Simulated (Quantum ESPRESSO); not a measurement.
# TePb (Fm-3m) in Quantum ESPRESSO: reference runs

How does TePb come out in PBEsol? The cell is run as given.

Program: Quantum ESPRESSO 7.5. These are calculated values, not measurements. Logs are shortened: lines on timing, memory, paths and dates and some standing lists are left out, and cuts for length are marked.

## (1) The structure

The structure is cubic, space group Fm-3m (No. 225). The conventional cell has a = 6.462 Å, b = 6.462 Å, c = 6.462 Å, α = 90.00°, β = 90.00°, γ = 90.00°. Pb (site symmetry m-3m) is surrounded by 6 Te at 3.23 Å. Te (site symmetry m-3m) has 6 Pb at 3.23 Å as nearest neighbours.

## (2) Single point, PBEsol

Input file pw.in:

```
&CONTROL
  calculation = 'scf'
  prefix = 'pwscf'
  outdir = './tmp'
  pseudo_dir = './pseudo'
  tprnfor = .true.
  tstress = .true.
  disk_io = 'low'
/
&SYSTEM
  ibrav = 0
  nat = 2
  ntyp = 2
  ecutwfc = 45
  ecutrho = 360
  nbnd = 16
  occupations = 'smearing'
  smearing = 'fd'
  degauss = 0.00367493
/
&ELECTRONS
  conv_thr = 4d-10
  electron_maxstep = 120
  mixing_beta = 0.5
/
ATOMIC_SPECIES
Pb   207.2000 pb_pbesol_v1.uspp.F.UPF
Te   127.6000 te_pbesol_v1.uspp.F.UPF
CELL_PARAMETERS angstrom
   0.0000000000    3.2310000000    3.2310000000
   3.2310000000    0.0000000000    3.2310000000
   3.2310000000    3.2310000000    0.0000000000
ATOMIC_POSITIONS crystal
Pb     0.0000000000    0.0000000000    0.0000000000
Te     0.5000000000    0.5000000000    0.5000000000
K_POINTS automatic
7 7 7 0 0 0
```

Input file pp_density.in:

```
&INPUTPP
  prefix = 'pwscf'
  outdir = './tmp'
  filplot = 'density.dat'
  plot_num = 0
/
&PLOT
  nfile = 1
  filepp(1) = 'density.dat'
  iflag = 3
  output_format = 6
  fileout = 'density.cube'
/
```

Input file pp_potential.in:

```
&INPUTPP
  prefix = 'pwscf'
  outdir = './tmp'
  filplot = 'potential.dat'
  plot_num = 11
/
&PLOT
  nfile = 1
  filepp(1) = 'potential.dat'
  iflag = 3
  output_format = 6
  fileout = 'potential.cube'
/
```

Potentials or basis: GBRV 1.5 PBEsol.

Run with:

```console
OMP_NUM_THREADS=1 mpirun -n 2 pw.x -nk 2 -in pw.in > pw.out
OMP_NUM_THREADS=1 mpirun -n 1 pp.x -in pp_density.in > pp_density.out
OMP_NUM_THREADS=1 mpirun -n 1 pp.x -in pp_potential.in > pp_potential.out
```

pw.out:

```text
This program is part of the open-source Quantum ESPRESSO suite
     for quantum simulation of materials; please cite
         "P. Giannozzi et al., J. Phys.:Condens. Matter 21 395502 (2009);
         "P. Giannozzi et al., J. Phys.:Condens. Matter 29 465901 (2017);
         "P. Giannozzi et al., J. Chem. Phys. 152 154105 (2020);
     in publications or presentations arising from this work. More details at

     Message from routine setup:
     using ibrav=0 with symmetry is DISCOURAGED, use correct ibrav instead

     K-points division:     npool     =       2
     Subspace diagonalization in iterative solution of the eigenvalue problem:
     a serial algorithm will be used

     G-vector sticks info
     --------------------
     sticks:   dense  smooth     PW     G-vecs:    dense   smooth      PW
     Sum        1843     925    283                52345    18499    3071

     Using Slab Decomposition

     bravais-lattice index     =            0
     lattice parameter (alat)  =       8.6348  a.u.
     unit-cell volume          =     455.2369 (a.u.)^3
     number of atoms/cell      =            2
     number of atomic types    =            2
     number of electrons       =        20.00
     number of Kohn-Sham states=           16
     kinetic-energy cutoff     =      45.0000  Ry
     charge density cutoff     =     360.0000  Ry
     scf convergence threshold =      4.0E-10
     mixing beta               =       0.5000
     number of iterations used =            8  plain     mixing
     Exchange-correlation= SLA  PW   PSX  PSC
                           (   1   4  10   8   0   0   0)

     celldm(1)=   8.634771  celldm(2)=   0.000000  celldm(3)=   0.000000
     celldm(4)=   0.000000  celldm(5)=   0.000000  celldm(6)=   0.000000

     crystal axes: (cart. coord. in units of alat)
               a(1) = (   0.000000   0.707107   0.707107 )
               a(2) = (   0.707107   0.000000   0.707107 )
               a(3) = (   0.707107   0.707107   0.000000 )

     reciprocal axes: (cart. coord. in units 2 pi/alat)
               b(1) = ( -0.707107  0.707107  0.707107 )
               b(2) = (  0.707107 -0.707107  0.707107 )
               b(3) = (  0.707107  0.707107 -0.707107 )

     PseudoPot. # 1 for Pb read from file:
     pb_pbesol_v1.uspp.F.UPF
     Pseudo is Ultrasoft + core correction, Zval = 14.0
     Generated by new atomic code, or converted to UPF format
     Using radial grid of  899 points,  6 beta functions with:
                l(1) =   0
                l(2) =   0
                l(3) =   1
                l(4) =   1
                l(5) =   2
                l(6) =   2
     Q(r) pseudized with  6 coefficients,  rinner =    1.000   1.000   1.000
                                                       1.000   1.000

     PseudoPot. # 2 for Te read from file:
     te_pbesol_v1.uspp.F.UPF
     Pseudo is Ultrasoft + core correction, Zval =  6.0
     Generated by new atomic code, or converted to UPF format
     Using radial grid of  891 points,  5 beta functions with:
                l(1) =   0
                l(2) =   0
                l(3) =   1
                l(4) =   1
                l(5) =   2
     Q(r) pseudized with  6 coefficients,  rinner =    1.800   1.800   1.800
                                                       1.800   1.800

     atomic species   valence    mass     pseudopotential
     Pb               14.00   207.20000     Pb( 1.00)
     Te                6.00   127.60000     Te( 1.00)

     48 Sym. Ops., with inversion, found

   Cartesian axes

     site n.     atom                  positions (alat units)
         1        Pb     tau(   1) = (   0.0000000   0.0000000   0.0000000  )
         2        Te     tau(   2) = (   0.7071068   0.7071068   0.7071068  )

     number of k points=    20  Fermi-Dirac smearing, width (Ry)=  0.0037
                       cart. coord. in units 2pi/alat
        k(    1) = (   0.0000000   0.0000000   0.0000000), wk =   0.0058309
        k(    2) = (   0.1010153   0.1010153  -0.1010153), wk =   0.0466472
        k(    3) = (   0.2020305   0.2020305  -0.2020305), wk =   0.0466472
        k(    4) = (   0.3030458   0.3030458  -0.3030458), wk =   0.0466472
        k(    5) = (   0.2020305  -0.0000000   0.0000000), wk =   0.0349854
        k(    6) = (   0.3030458   0.1010153  -0.1010153), wk =   0.1399417
[... 12 lines left out ...]
        k(   19) = (  -0.1010153  -0.5050763   0.7071068), wk =   0.1399417
        k(   20) = (   0.0000000  -0.4040610   0.6060915), wk =   0.1399417

     Dense  grid:    52345 G-vectors     FFT dimensions: (  54,  54,  54)

     Smooth grid:    18499 G-vectors     FFT dimensions: (  40,  40,  40)

     Initial potential from superposition of free atoms

     starting charge      19.9977, renormalised to      20.0000

     negative rho (up, down):  1.585E-02 0.000E+00
     Starting wfcs are   13 randomized atomic wfcs +    3 random wfcs

     Self-consistent Calculation

     iteration #  1     ecut=    45.00 Ry     beta= 0.50
     Davidson diagonalization with overlap
     ethr =  1.00E-02,  avg # of iterations =  5.0

     Threshold (ethr) on eigenvalues was too large:
     Diagonalizing with lowered threshold

     Davidson diagonalization with overlap
     ethr =  1.49E-04,  avg # of iterations =  3.1

     negative rho (up, down):  1.525E-02 0.000E+00
[... 61 lines left out ...]
     iteration #  8     ecut=    45.00 Ry     beta= 0.50
     Davidson diagonalization with overlap
     ethr =  1.44E-10,  avg # of iterations =  6.1

     negative rho (up, down):  1.552E-02 0.000E+00

     End of self-consistent calculation

          k = 0.0000 0.0000 0.0000 (  2277 PWs)   bands (ev):

    -9.3484  -9.3484  -9.3376  -9.3376  -9.3376  -4.7390   1.6728   5.9716
     5.9716   5.9716  11.4404  11.4404  11.4404  13.0193  13.0193  13.0193

          k = 0.1010 0.1010-0.1010 (  2316 PWs)   bands (ev):
[... 71 lines left out ...]
    -9.4051  -9.3445  -9.3404  -9.3136  -9.3122  -3.0079  -0.3019   2.9084
     4.6696   4.7601  10.8653  12.0762  12.2818  13.6912  15.4515  17.2748

          k = 0.4041 0.2020 0.0000 (  2327 PWs)   bands (ev):

    -9.3746  -9.3493  -9.3384  -9.3222  -9.3220  -3.6801  -0.2492   4.5828
     5.3942   6.1983   9.6171  10.2297  11.5054  12.7201  15.4456  15.6951

          k =-0.2020-0.4041 0.6061 (  2316 PWs)   bands (ev):
[... 11 lines left out ...]
    -9.3908  -9.3493  -9.3330  -9.3258  -9.3126  -2.9344  -0.7590   3.3855
     4.0172   6.6256   9.2069  11.9483  12.7584  13.4413  14.6615  15.4528

     the Fermi energy is     7.6695 ev

!    total energy              =    -190.37847955 Ry
     estimated scf accuracy    <          3.0E-10 Ry
     smearing contrib. (-TS)   =      -0.00000034 Ry
     internal energy E=F+TS    =    -190.37847920 Ry

     The total energy is F=E-TS. E is the sum of the following terms:
     one-electron contribution =     -46.00134243 Ry
     hartree contribution      =      35.11169572 Ry
     xc contribution           =     -77.39062241 Ry
     ewald contribution        =    -102.09821009 Ry

     convergence has been achieved in   8 iterations

     negative rho (up, down):  1.552E-02 0.000E+00

     Forces acting on atoms (cartesian axes, Ry/au):

     atom    1 type  1   force =     0.00000000   -0.00000000    0.00000000
     atom    2 type  2   force =    -0.00000000   -0.00000000   -0.00000000

     Total force =     0.000000     Total SCF correction =     0.000000

     Computing stress (Cartesian axis) and pressure

     negative rho (up, down):  1.552E-02 0.000E+00
          total   stress  (Ry/bohr**3)                   (kbar)     P=       -5.89
  -0.00004001   0.00000000   0.00000000           -5.89        0.00        0.00
   0.00000000  -0.00004001   0.00000000            0.00       -5.89        0.00
   0.00000000   0.00000000  -0.00004001            0.00        0.00       -5.89

=------------------------------------------------------------------------------=
   JOB DONE.
=------------------------------------------------------------------------------=
```

pp_density.out:

```text
This program is part of the open-source Quantum ESPRESSO suite
     for quantum simulation of materials; please cite
[... 5 lines left out ...]

     IMPORTANT: XC functional enforced from input :
     Exchange-correlation= PBESOL
                           (   1   4  10   8   0   0   0)
     Any further DFT definition will be discarded
     Please, verify this is what you really want

     G-vector sticks info
     --------------------
     sticks:   dense  smooth     PW     G-vecs:    dense   smooth      PW
     Sum        1843     925    283                52345    18499    3071

     Using Slab Decomposition

     negative rho (up, down):  1.552E-02 0.000E+00

     Calling punch_plot, plot_num =   0
     Writing data to file  density.dat
     Reading data from file  density.dat

     Writing data to be plotted to file density.cube
     Plot Type: 3D                     Output format: Gaussian cube

=------------------------------------------------------------------------------=
   JOB DONE.
=------------------------------------------------------------------------------=
```

pp_potential.out:

```text
This program is part of the open-source Quantum ESPRESSO suite
     for quantum simulation of materials; please cite
[... 5 lines left out ...]

     IMPORTANT: XC functional enforced from input :
     Exchange-correlation= PBESOL
                           (   1   4  10   8   0   0   0)
     Any further DFT definition will be discarded
     Please, verify this is what you really want

     G-vector sticks info
     --------------------
     sticks:   dense  smooth     PW     G-vecs:    dense   smooth      PW
     Sum        1843     925    283                52345    18499    3071

     Using Slab Decomposition

     negative rho (up, down):  1.552E-02 0.000E+00

     Calling punch_plot, plot_num =  11
     Writing data to file  potential.dat
     Reading data from file  potential.dat

     Writing data to be plotted to file potential.cube
     Plot Type: 3D                     Output format: Gaussian cube

=------------------------------------------------------------------------------=
   JOB DONE.
=------------------------------------------------------------------------------=
```

Run time: 13 s. Hardware: 2 MPI ranks of Arm Neoverse V2, shared host; peak memory 0.3 GiB.

What came out:

| Item | Value |
| --- | --- |
| Free energy | -2590.2312 eV |
| Pressure | -0.6 GPa |

Caveat: this odd mesh misses L, where the gap lies, so gap, dielectric constants and Born charges aren't listed. The run has no spin-orbit coupling, so splittings on Pb, Te are missing.
